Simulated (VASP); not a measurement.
# PbS (Fm-3m) in VASP: a series of runs, part 2 of 2

VASP 6.6.1. Earlier steps stand in the parts before.

**3. Relaxation of cell and atoms, r2SCAN**

This run uses another cell than the first one, of 26.64 Å³/atom, 1.021 times its volume.

INCAR

```
  PREC = Accurate
  ENCUT = 520
  EDIFF = 1E-7
  ISMEAR = 0
  SIGMA = 0.02
  LREAL = False
  LASPH = True
  NELM = 80
  ALGO = Normal
  ISIF = 3
  LWAVE = False
  LCHARG = False
  METAGGA = R2SCAN
  LMIXTAU = True
  IBRION = 2
  NSW = 80
  EDIFFG = -0.002
```

KPOINTS

```
Automatic mesh
0
Gamma
  10 10 10
```

POSCAR

```
PbS                                     
1.0
   -0.0000000000      2.9867848686      2.9867848686
    2.9867848686      0.0000000000      2.9867848686
    2.9867848686      2.9867848686     -0.0000000000
  Pb              S             
     1     1
Direct
     0.0000000000000000    0.0000000000000000    1.0000000000000000
     0.5000000000000000    0.5000000000000000    0.5000000000000000
```

Potentials or basis: VASP PAW PBE potentials, release 64 (Pb_d, S).

Command:

```bash
> cat potpaw_PBE.64/Pb_d/POTCAR potpaw_PBE.64/S/POTCAR > POTCAR
> mpirun -np 1 vasp_std > vasp.out
```

It took 1.7 min on 1 thread of Intel Xeon Platinum 8259CL at 2.50GHz (Skylake/Cascade Lake), shared host; peak memory 0.2 GiB.

It converged, with:

```
Free energy             : -65.6119 eV
Pressure after relaxing : 0.0 GPa
Band gap on the k mesh  : 0.70 eV, direct
```

Final structure:
```cif
data_structure
_symmetry_space_group_name_H-M 'P 1'
_symmetry_Int_Tables_number 1
_cell_length_a 4.2240
_cell_length_b 4.2240
_cell_length_c 4.2240
_cell_angle_alpha 60.000
_cell_angle_beta 60.000
_cell_angle_gamma 60.000
_cell_volume 53.29
loop_
_atom_site_label
_atom_site_type_symbol
_atom_site_fract_x
_atom_site_fract_y
_atom_site_fract_z
_atom_site_occupancy
Pb1 Pb 0.00000 0.00000 0.00000 1
S1 S 0.50000 0.50000 0.50000 1
```

Levels at points of the mesh, in eV from the valence-band top:
| k point | band 7 | band 8 | band 9 | band 10 | band 11 | band 12 | band 13 | band 14 |
| --- | --- | --- | --- | --- | --- | --- | --- | --- |
| (0.00, 0.00, 0.00) | -6.13 | -2.20 | -2.20 | -2.20 | 5.51 | 5.51 | 5.51 | 7.21 |
| (0.50, 0.00, 0.00) | -8.97 | -1.82 | -1.82 | 0.00 | 0.70 | 2.25 | 2.25 | 9.16 |
| (0.50, 0.50, 0.00) | -7.31 | -5.18 | -3.45 | -3.45 | 4.26 | 5.95 | 6.03 | 6.03 |

Caveat: the relaxation stopped at its first step, so nothing moved; the PAW data sets were made with another functional, which shifts forces and pressure a little; spin-orbit coupling is left out, which as a rule narrows the gap of such compounds by several tenths of an eV. A k mesh can miss the band edges.

**4. Vibrations by finite differences, r2SCAN**

This run uses another cell than the first one, of 26.64 Å³/atom, 1.021 times its volume.

INCAR

```
SYSTEM = PbS
ALGO = Normal
EDIFF = 1E-8
ENCUT = 520
IBRION = 6
ISIF = 2
ISMEAR = 0
LASPH = .TRUE.
LCHARG = .FALSE.
LMIXTAU = .TRUE.
LREAL = .FALSE.
LWAVE = .FALSE.
METAGGA = R2SCAN
NELM = 80
NFREE = 2
NSW = 1
POTIM = 0.015
PREC = Accurate
SIGMA = 0.02
```

KPOINTS

```
k-points
0
G
  10 10 10
  0 0 0
```

POSCAR

```
PbS                                     
1.0
    0.0000000000      2.9867848686      2.9867848686
    2.9867848686      0.0000000000      2.9867848686
    2.9867848686      2.9867848686      0.0000000000
  Pb              S             
     1     1
Direct
     0.0000000000000000    0.0000000000000000    0.0000000000000000
     0.5000000000000000    0.5000000000000000    0.5000000000000000
```

Potentials or basis: VASP PAW PBE potentials, release 64 (Pb_d, S).

Command:

```bash
> cat potpaw_PBE.64/Pb_d/POTCAR potpaw_PBE.64/S/POTCAR > POTCAR
> mpirun -np 1 vasp_std > vasp.out
```

OUTCAR:

```text
SYSTEM = PbS
   EDIFF = 1E-8
   ENCUT = 520
   IBRION = 6
   ISIF = 2
   ISMEAR = 0
   LASPH = .TRUE.
   LREAL = .FALSE.
   METAGGA = R2SCAN
   NELM = 80
   NFREE = 2
   NSW = 1
   POTIM = 0.015
   PREC = Accurate

 ion  position               nearest neighbor table
   1  0.000  0.000  0.000-   2 2.99   2 2.99   2 2.99   2 2.99   2 2.99   2 2.99
   2  0.500  0.500  0.500-   1 2.99   1 2.99   1 2.99   1 2.99   1 2.99   1 2.99

  LATTYP: Found a face centered cubic cell.
 ALAT       =     5.9735697372

  Lattice vectors:

 A1 = (   0.0000000000,   2.9867848686,   2.9867848686)
 A2 = (   2.9867848686,   0.0000000000,   2.9867848686)
 A3 = (   2.9867848686,   2.9867848686,   0.0000000000)
[... 754 lines left out ...]
  -------------------------------------------------------------------------------------
  Total        0.0052762      0.0026207      0.0026207      0.0000000     -0.0000000      0.0000000
  in kB        0.1586331      0.0787916      0.0787916      0.0000000     -0.0000000      0.0000000
  external PRESSURE =       0.1054054 kB  Pullay stress =       0.0000000 kB
[... 17 lines left out ...]
  FREE ENERGIE OF THE ION-ELECTRON SYSTEM (eV)
  ---------------------------------------------------
  free  energy   TOTEN  =       -65.6118731886 eV

  energy  without entropy=      -65.6118731886  energy(sigma->0) =      -65.61187319

 INTERNAL STRAIN TENSORS FROM DISPLACED ATOMS
 ============================================

 INTERNAL STRAIN TENSOR FOR ION    1 for displacements in x,y,z  (eV/Angst):
          X           Y           Z          XY          YZ          ZX
  --------------------------------------------------------------------------------
  x     0.00000     0.00000     0.00000     0.00000     0.00000     0.00000
  y     0.00000     0.00000     0.00000     0.00000     0.00000     0.00000
  z     0.00000     0.00000     0.00000     0.00000     0.00000     0.00000

 INTERNAL STRAIN TENSOR FOR ION    2 for displacements in x,y,z  (eV/Angst):
          X           Y           Z          XY          YZ          ZX
  --------------------------------------------------------------------------------
  x     0.00000     0.00000     0.00000     0.00000     0.00000     0.00000
  y     0.00000     0.00000     0.00000     0.00000     0.00000     0.00000
  z     0.00000     0.00000     0.00000     0.00000     0.00000     0.00000

 Eigenvectors and eigenvalues of the dynamical matrix
 ----------------------------------------------------

   1 f  =    1.389019 THz     8.727466 2PiTHz   46.332698 cm-1     5.744520 meV
             X         Y         Z           dx          dy          dz
      0.000000  0.000000  0.000000     0.000000    0.368126    0.000000
      2.986785  2.986785  2.986785     0.000000   -0.929776    0.000000
[... 21 lines left out ...]
   6 f/i=    0.003048 THz     0.019150 2PiTHz    0.101664 cm-1     0.012605 meV
             X         Y         Z           dx          dy          dz
      0.000000  0.000000  0.000000     0.000000   -0.929776    0.000000
      2.986785  2.986785  2.986785     0.000000   -0.368126    0.000000

 ELASTIC MODULI CONTR FROM IONIC RELAXATION (kBar)
 Direction    XX          YY          ZZ          XY          YZ          ZX
 --------------------------------------------------------------------------------
 XX           0.0000      0.0000      0.0000      0.0000      0.0000      0.0000
 YY           0.0000      0.0000      0.0000      0.0000      0.0000      0.0000
 ZZ           0.0000      0.0000      0.0000      0.0000      0.0000      0.0000
 XY           0.0000      0.0000      0.0000      0.0000      0.0000      0.0000
 YZ           0.0000      0.0000      0.0000      0.0000      0.0000      0.0000
 ZX           0.0000      0.0000      0.0000      0.0000      0.0000      0.0000
 --------------------------------------------------------------------------------
```

OSZICAR:

```text
N       E                     dE             d eps       ncg     rms          rms(c)
DAV:   1     0.101438723474E+03    0.10144E+03   -0.10123E+04  1322   0.152E+03
DAV:   2    -0.565864935755E+02   -0.15803E+03   -0.15393E+03  1364   0.367E+02
DAV:   3    -0.703706548397E+02   -0.13784E+02   -0.13617E+02  1804   0.110E+02
[... 12 lines left out ...]
DAV:   8    -0.656118707649E+02   -0.40027E-05   -0.53142E-06  2976   0.198E-02    0.393E-03
DAV:   9    -0.656118731475E+02   -0.23826E-05   -0.26082E-06  2940   0.148E-02    0.119E-03
DAV:  10    -0.656118731876E+02   -0.40172E-07   -0.40209E-07  3324   0.448E-03    0.309E-03
DAV:  11    -0.656118732015E+02   -0.13807E-07   -0.68822E-09  2306   0.760E-04    0.267E-03
DAV:  12    -0.656118731795E+02    0.21986E-07   -0.74261E-09  1656   0.792E-04    0.175E-03
DAV:  13    -0.656118731886E+02   -0.91300E-08   -0.46817E-08  3030   0.149E-03
   5 F= -.65611873E+02 E0= -.65611873E+02  d E =-.537088E-19
```

It took 11 min on 1 thread of Intel Xeon Platinum 8259CL at 2.50GHz (Skylake/Cascade Lake), shared host; peak memory 0.28 GiB.

What came out:

```
Highest phonon frequency at Γ, LO-TO splitting left out : 46 cm⁻¹
```

Phonon frequencies in cm⁻¹ (negative: imaginary):
| q point | frequencies |
| --- | --- |
| (0.000, 0.000, 0.000) | 0 0 0 46 46 46 |

Caveat: the PAW data sets were made with another functional, which shifts forces and pressure a little. The run has no spin-orbit coupling, so splittings on Pb are missing.
